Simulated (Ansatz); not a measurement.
# CsPbCl3 (model cell, started as cubic perovskite with Pb in the octahedra): a soft mode frozen in, part 3 of 3

Which phase does CsPbCl3 (model cell, started as cubic perovskite with Pb in the octahedra) fall into along its unstable mode, and how much energy does it gain?

Ansatz 0.2.0; DFT PBEsol, scalar-relativistic, plane waves, PAW; PAW set soft_1.

So far. Step 5 (Energy along the mode, all amplitudes (two of the runs …): The lowest of the steps tried is the last one, at 0.6 Å, 10.3 meV/atom below the parent; the bottom of the well need not coincide with a step. Step 7 (The new phase in its own primitive cell): The largest force component left is 0.017 meV/Å and the pressure is -0.004 GPa, within the tolerances set. The cell now holds 34.41 Å³/atom. The relaxed cell has a = 7.775, c = 11.384 Å (conventional setting).

## (8) Modes of the new phase, k-mesh 6×6×6

A relaxed structure may still be a saddle point, so its zone-centre modes are computed. The response to a homogeneous field gives the Born charges and the dielectric tensor.

input.yaml

```yaml
crystal:
  lattice:
    - [-3.8875073506, 3.8875073506, 5.692225754]
    - [3.8875073506, -3.8875073506, 5.692225754]
    - [3.8875073506, 3.8875073506, -5.692225754]
  atoms:
    - { symbol: Cs, position: [0.75, 0.25, 0.5] }
    - { symbol: Cs, position: [0.25, 0.75, 0.5] }
    - { symbol: Pb, position: [0.0, 0.0, 0.0] }
    - { symbol: Pb, position: [0.5, 0.5, 0.0] }
    - { symbol: Cl, position: [0.8137497122, 0.3137497122, 0.1274994244] }
    - { symbol: Cl, position: [0.1862502878, 0.6862502878, 0.8725005756] }
    - { symbol: Cl, position: [0.75, 0.75, 0.0] }
    - { symbol: Cl, position: [0.25, 0.25, 0.0] }
    - { symbol: Cl, position: [0.3137497122, 0.1862502878, 0.5] }
    - { symbol: Cl, position: [0.6862502878, 0.8137497122, 0.5] }
kpoints:
  mp_grid: { grid: [6, 6, 6] }
hamiltonian:
  xc: pbesol
  pseudopotentials: { kind: paw, azcp: { folder: soft_1 }, xc_functional: pbe }
scf:
  occupations: { method: fixed }
output:
  eigenvalues: true
phonons:
  method: dfpt
  dielectric: true
  rigid_motions: translations
```

Command:

```
$ ansatz run input.yaml --threads 4 --pin off --max-ram 16384MiB --backend cpu --events-out ev --progress --plain --runs-dir out
```

Numbers of over 12 decimals in the logs are rounded to 6 here.

Log:

```text
[...]
Crystal: 10 atoms, lattice volume = 344.100 Å³
Basis set: ecut = 420 eV, 6695 PW (Γ), exchange–correlation on 108×108×108 points (8 copies of the dense FFT grid, shifted against one another)
Bands: 54, of which v1, the nominal top of the filled ones, is band 44 counted from 1 (43 counted from 0)
Symmetry: 16 space group operations
k-points: 112 of 216 (irreducible under 1 space group operation, time reversal used)
[...]
SCF iter   1: F=—  HF=-41068.563675 eV  |F-HF|=—  |Δ(HF+E_count)|=         —  Δρ=2.50e-2  dr2=5.12e0  ethr=3.10e-3  ⟨swp⟩=6.0  Hψ=22806  notcnv=0  defer=757
[...]
SCF iter  11: F=-41066.109794 eV  HF=-41066.109794 eV  |F-HF|=0.00e0  |Δ(HF+E_count)|=  3.49e-10  Δρ=6.63e-8  dr2=1.58e-11  ethr=1.00e-12  ⟨swp⟩=21.4  Hψ=51089  notcnv=0
SCF 1 converged in 11 iterations: F = -41066.109794 eV  dr2 = 1.58e-11
[...]
NSCF: frozen V_eff on 4 k-points
DFPT response loops at Γ: preconditioner auto → Resta (q_TF=auto, 2.174 Å⁻¹)  ε∞=5.4 (no band partly filled); β = 1.00, the filter's whole step (`scf.mixing.beta` (0.50) is not read by the response loops at its default; to damp them type it under 1.00, their step now; it binds the ground state too); Broyden in place of MSR1
── the response to a field inside a basis, on 6×6×6 k-points: an SCF that follows is theirs, and a resumed run solves both again ──
Bands: 45, of which v1, the nominal top of the filled ones, is band 44 counted from 1 (43 counted from 0)
k-points: 28 of 216
[...]
Eigensolver: Dense (28 Hₖ)
SCF iter   1: F=—  HF=-41065.709976 eV  |F-HF|=—  |Δ(HF+E_count)|=         —  Δρ=4.30e-4  dr2=2.38e-4  ethr=1.00e-1
[...]
SCF iter   5: F=-41065.710104 eV  HF=-41065.710103 eV  |F-HF|=1.64e-8  |Δ(HF+E_count)|=   6.02e-7  Δρ=1.43e-6  dr2=1.66e-8  ethr=4.13e-10
SCF 1 converged in 5 iterations: F = -41065.710104 eV  dr2 = 1.66e-8
[...]
SCF converged after 11 iterations
Free energy (F): -41066.109794 eV
[...]
Internal energy: -41066.109794 eV  (E = F + TS)
E sigma→0 (E₀):  -41066.109794 eV
Fermi energy:    3.810943 eV
[...]
--- Band table (eV; the first three rows and the last of 112) ---
  k-point 0: bands = [... 40 lower, 1.8423, 1.8704, 1.8704, 3.8109, 5.8968, 6.1701, 6.1701, 7.6849, ... 6 higher]
  k-point 1: bands = [... 40 lower, 1.7781, 1.8795, 1.9610, 3.4880, 6.0132, 6.2452, 6.8754, 7.9572, ... 6 higher]
  k-point 2: bands = [... 40 lower, 1.7094, 1.8926, 2.0232, 3.1678, 6.2471, 6.4240, 7.5638, 8.0630, ... 6 higher]
  k-point 111: bands = [... 40 lower, 1.7306, 1.8083, 2.4949, 3.0978, 6.5646, 6.5646, 6.8109, 8.7580, ... 6 higher]
--- Phonons (Γ-DFPT): 8 representative perturbations + reference, on 112 of 216 k-points (Σ response iterations 26) ---
  k mesh reduced under 1 symmetry operation, with k and −k counted as one. Each operation leaves every solved perturbation unchanged. A smaller set is not considered because the run solves the response to a homogeneous field
  ASR residual: 4.136e-5 → 0.000e0 eV/Å²; symmetrization residual: 1.869e-5 eV/Å²
  ASR residual per site (eV/Å²): 4.14e-5 4.14e-5 2.85e-5 2.85e-5 2.80e-5 2.80e-5 1.19e-5 1.19e-5 2.80e-5 2.80e-5
  Γ frequencies (cm⁻¹): -17.39 -17.39 0.00 0.00 0.00 27.92 27.92 47.05 47.05 48.16 52.16 52.33 52.33 60.74 60.74 78.41 80.03 82.71 92.35 92.87 92.87 101.55 101.55 106.73 112.29 115.67 115.67 200.73 201.40 246.12
  ε∞ (high-frequency dielectric tensor):
        3.809277     0.000000    -0.000000
        0.000000     3.809277    -0.000000
       -0.000000    -0.000000     4.115308
  softest optical mode at Γ: -17.39 cm⁻¹; the repairs (sum rule, projections) moved no ω² at Γ by more than (2.14 cm⁻¹)²
  Born effective charges Z* (e; rows j = field, columns β = displacement):
    site 0:
         1.24752    0.00000    0.00000
        -0.00000    1.24752    0.00000
         0.00000    0.00000    1.43287
    site 1:
         1.24752    0.00000    0.00000
        -0.00000    1.24752    0.00000
        -0.00000    0.00000    1.43287
    site 2:
         3.75448    0.42286   -0.00000
        -0.42286    3.75448   -0.00000
         0.00000   -0.00000    3.84696
    site 3:
         3.75448   -0.42286   -0.00000
         0.42286    3.75448   -0.00000
         0.00000   -0.00000    3.84696
    site 4:
        -2.12080    1.32584    0.00000
         1.32584   -2.12080    0.00000
        -0.00000    0.00000   -0.78158
    site 5:
        -2.12080    1.32584    0.00000
         1.32584   -2.12080    0.00000
         0.00000    0.00000   -0.78158
    site 6:
        -0.76040    0.00000   -0.00000
        -0.00000   -0.76040    0.00000
        -0.00000   -0.00000   -3.71667
    site 7:
        -0.76040    0.00000    0.00000
        -0.00000   -0.76040    0.00000
         0.00000    0.00000   -3.71667
    site 8:
        -2.12080   -1.32584    0.00000
        -1.32584   -2.12080    0.00000
        -0.00000    0.00000   -0.78158
    site 9:
        -2.12080   -1.32584    0.00000
        -1.32584   -2.12080   -0.00000
         0.00000    0.00000   -0.78158
  Z* charge neutrality: 2.792e-2 e pre-enforcement
  solved inside a basis spanned on kpoints, on 6×6×6 k-points, its susceptibility summed on 10×10×12: ε∞ is read to err by 1.0e-2, Z* by 2.2e-2 e (field_mesh: kpoints solves on kpoints); Z* is corrected for what the basis lacks
  optical modes at Γ without the LO–TO term, one row a degenerate level:
      ω (cm⁻¹)  modes    IR ((D/Å)²/amu)
        -17.39      2             0.0000
         27.92      2             1.4720
         47.05      2             0.0000
         48.16      1             0.0005
         52.16      1             0.0000
         52.33      2             0.3687
         60.74      2             2.6679
[...]
optical modes at Γ + LO–TO along q̂ = [1.0000, 0.0000, 0.0000]:
      ω (cm⁻¹)  modes    IR ((D/Å)²/amu)
[...]
optical modes at Γ + LO–TO along q̂ = [0.0000, 1.0000, 0.0000]:
      ω (cm⁻¹)  modes    IR ((D/Å)²/amu)
[...]
optical modes at Γ + LO–TO along q̂ = [0.0000, 0.0000, 1.0000]:
      ω (cm⁻¹)  modes    IR ((D/Å)²/amu)
[...]
78.41      1             0.0000
         80.03      1             0.0000
         85.98      1             0.0476
         92.35      1             0.0000
         92.87      2             0.0000
        101.55      2             0.1199
        106.73      1             0.0000
        115.67      2            36.8845
        200.73      1             0.0000
        201.40      1             0.0000
        218.11      1            23.5308
        246.12      1             0.0000
```

The job ended after 17 min (4 threads of Intel Xeon Platinum 8375C at 2.90GHz (Ice Lake), shared host; peak memory 7.9 GiB).

This step gave:

```yaml
sum_rule_residual_before_enforcement: 4.14e-5 eV/Å²
miss_of_the_charge_sum_rule: 0.02792 e
estimated_error_of_the_dielectric_tensor: 0.01017
estimated_error_of_the_born_charges: 0.02250 e
point_group: 4/mmm
highest_optical_mode_at_the_zone_centre_no_lo_to_term: 246.1 cm⁻¹
lowest_optical_zone_centre_mode: -17.39 cm⁻¹
mean_high_frequency_dielectric_constant: 3.911
largest_born_charge_third_of_the_trace: 3.785 e
top_of_the_zone_centre_spectrum_with_the_field: 246.1 cm⁻¹
```

Without the LO-TO term. Patterns of degenerate modes are one choice out of their space. Modes at Γ, with each element's share of the kinetic energy (negative means imaginary):

| mode | frequency (cm⁻¹) | symmetry | Cs % | Pb % | Cl % |
| --- | --- | --- | --- | --- | --- |
| 1 | -17.4 | Eg | 41 | 0 | 59 |
| 2 | -17.4 | Eg | 41 | 0 | 59 |
| 3 | 0.0 | acoustic | 30 | 46 | 24 |
| 4 | 0.0 | acoustic | 30 | 46 | 24 |
| 5 | 0.0 | acoustic | 30 | 46 | 24 |
| 6 | 27.9 | Eu | 56 | 13 | 31 |
| 7 | 27.9 | Eu | 56 | 13 | 31 |
| 8 | 47.0 | Eg | 59 | 0 | 41 |
| 9 | 47.0 | Eg | 59 | 0 | 41 |
| 10 | 48.2 | A2u | 52 | 39 | 9 |
| 11 | 52.2 | B2g | 99 | 0 | 1 |
| 12 | 52.3 | Eu | 12 | 19 | 69 |
| 13 | 52.3 | Eu | 12 | 19 | 69 |
| 14 | 60.7 | Eu | 3 | 34 | 63 |
| 15 | 60.7 | Eu | 3 | 34 | 63 |
| 16 | 78.4 | B1u | 0 | 0 | 100 |
| 17 | 80.0 | A1g | 0 | 0 | 100 |
| 18 | 82.7 | A2u | 18 | 3 | 79 |
| 19 | 92.3 | A1u | 0 | 100 | 0 |
| 20 | 92.9 | Eg | 0 | 0 | 100 |
| 21 | 92.9 | Eg | 0 | 0 | 100 |
| 22 | 101.5 | Eu | 0 | 70 | 30 |
| 23 | 101.5 | Eu | 0 | 70 | 30 |
| 24 | 106.7 | B2g | 1 | 0 | 99 |
| 25 | 112.3 | A2u | 0 | 12 | 88 |
| 26 | 115.7 | Eu | 0 | 17 | 83 |
| 27 | 115.7 | Eu | 0 | 17 | 83 |
| 28 | 200.7 | A2g | 0 | 0 | 100 |
| 29 | 201.4 | B1g | 0 | 0 | 100 |
| 30 | 246.1 | A2g | 0 | 0 | 100 |

Displacements in mode 2 (-17.4 cm⁻¹), the largest set to 1:
```
Cs1  0.11  0.52  0.00
Cs2 -0.11 -0.52  0.00
Pb3  0.00  0.00  0.00
Pb4  0.00  0.00  0.00
Cl5  0.00  0.00 -0.56
Cl6  0.00  0.00  0.56
Cl7 -0.21  1.00  0.00
Cl8  0.21 -1.00  0.00
Cl9  0.00  0.00  0.37
Cl10 0.00  0.00 -0.37
```

Displacements in mode 22 (101.5 cm⁻¹), the largest set to 1:
```
Cs1  0.01  0.00  0.00
Cs2  0.01  0.00  0.00
Pb3 -0.15  0.95  0.00
Pb4 -0.19 -0.94  0.00
Cl5  0.37  0.98  0.00
Cl6  0.37  0.98  0.00
Cl7  0.18  0.00  0.00
Cl8  0.18  0.00  0.00
Cl9  0.41 -1.00  0.00
Cl10 0.41 -1.00  0.00
```

Optical modes at the zone centre, without and with the macroscopic field of the longitudinal modes; each column is sorted by frequency, so a row need not hold one and the same mode. Modes with and without the field, by row:

| rank among optical modes | no field (cm⁻¹) | q along (1, 0, 0) (cm⁻¹) | q along (0, 0, 1) (cm⁻¹) |
| --- | --- | --- | --- |
| 1 | -17.4 | -17.4 | -17.4 |
| 2 | -17.4 | -17.4 | -17.4 |
| 3 | 27.9 | 27.9 | 27.9 |
| 4 | 27.9 | 32.4 | 27.9 |
| 5 | 47 | 47 | 47 |
| 6 | 47 | 47 | 47 |
| 7 | 48.2 | 48.2 | 48.2 |
| 8 | 52.2 | 52.2 | 52.2 |
| 9 | 52.3 | 52.3 | 52.3 |
| 10 | 52.3 | 52.8 | 52.3 |
| 11 | 60.7 | 60.7 | 60.7 |
| 12 | 60.7 | 65.3 | 60.7 |
| 13 | 78.4 | 78.4 | 78.4 |
| 14 | 80 | 80 | 80 |
| 15 | 82.7 | 82.7 | 86 |
| 16 | 92.3 | 92.3 | 92.3 |
| 17 | 92.9 | 92.9 | 92.9 |
| 18 | 92.9 | 92.9 | 92.9 |
| 19 | 101.5 | 101.5 | 101.5 |
| 20 | 101.5 | 101.6 | 101.5 |
| 21 | 106.7 | 106.7 | 106.7 |
| 22 | 112.3 | 112.3 | 115.7 |
| 23 | 115.7 | 115.7 | 115.7 |
| 24 | 115.7 | 200.7 | 200.7 |
| 25 | 200.7 | 201.4 | 201.4 |
| 26 | 201.4 | 215.1 | 218.1 |
| 27 | 246.1 | 246.1 | 246.1 |

Born charge (rows field, columns displacement) (e), principal values of the symmetric part by kind of site:

| atom | atoms with these values | low | middle | high | mean |
| --- | --- | --- | --- | --- | --- |
| Cs1 | 2 | 1.25 | 1.25 | 1.43 | 1.31 |
| Pb3 | 2 | 3.75 | 3.75 | 3.85 | 3.79 |
| Cl5 | 4 | -3.45 | -0.80 | -0.78 | -1.67 |
| Cl7 | 2 | -3.72 | -0.76 | -0.76 | -1.75 |

In full for Pb3:

```
 3.75  0.42  0.00
-0.42  3.75  0.00
 0.00  0.00  3.85
```

High-frequency dielectric tensor:

```
3.81 0.00 0.00
0.00 3.81 0.00
0.00 0.00 4.12
```

Transverse modes; imaginary modes are left out. Infrared lines, with heights relative to the strongest:

| position (cm⁻¹) | lines merged | relative intensity |
| --- | --- | --- |
| 28 | 1 | 4.0 |
| 47 | 1 | 0.0 |
| 48 | 1 | 0.0 |
| 52 | 2 | 1.0 |
| 61 | 1 | 7.2 |
| 78 | 1 | 0.0 |
| 80 | 1 | 0.0 |
| 83 | 1 | 7.0 |
| 92 | 1 | 0.0 |
| 93 | 1 | 0.0 |
| 102 | 1 | 0.3 |
| 107 | 1 | 0.0 |
| 112 | 1 | 57 |
| 116 | 1 | 100 |
| 201 | 2 | 0.0 |
| 246 | 1 | 0.0 |

Before it was imposed, the acoustic sum rule was missed by 4.1e-5 eV/Å² and the charge sum rule by 0.028 e. Small misses are needed for a sound result but don't prove that mesh and cutoff are converged. The lowest optical mode is imaginary, 17.4i cm⁻¹, so the energy falls along it.

## (9) Results

| Item | Value |
| --- | --- |
| unstable mode of the parent | q = (-0.5, -0.5, -0.5), 48i cm⁻¹ |
| depth at the lowest point sampled | 10.3 meV/atom |
| largest atomic shift at that point | 0.6 Å |
| space group reached (within 0.01 Å) | I4/mcm |
| energy gained over the parent (first relaxation, on the mesh of the frozen mode) | 14.5 meV/atom |
| volume per atom, phase reached | 34.4 Å³ |
| gap on the k-mesh, phase reached | 2.09 eV |
| lowest optical zone-centre mode, phase reached | -17.4 cm⁻¹ |
| highest optical mode at the zone centre (no LO-TO term), phase reached | 246 cm⁻¹ |

In words: Along this mode the structure falls into I4/mcm, 14.5 meV/atom below the parent. At the parent's cell the well is 10.29 meV/atom deep on the steps tried, with its lowest point at a shift of 0.6 Å. That is the last step tried, so the steps alone don't bracket the bottom of the well. Relaxing atoms and cell changes the gain by +4.23 meV/atom against the lowest step (energies at zero smearing). The new phase still has an imaginary mode at the zone centre of its cell, so it is a saddle point on the way to a lower structure. Of the 4 patterns followed to their end from this parent, this one reaches the lowest energy. Another end point lies within 1 meV/atom; how such a difference moves with mesh and cutoff was not tested. Each path keeps the symmetry of its pattern, so a lower phase may lie along a pattern not tried. Spin-orbit coupling is left out, which can matter for the heavy elements here. The PAW files were made for PBE and serve the other functionals too. The starting cell was built on a prototype and not taken from a measurement, so the phase need not exist.

[Logs are printed without paths, hosts, clocks, repeated set-up lines and the standing remarks that a program may print on its own settings, such as how far it seeks lower states.]

[Hosts, paths, dates, database ids (printed as entryN), source tags and the programs' standing remarks are cut or masked in the printed files.]
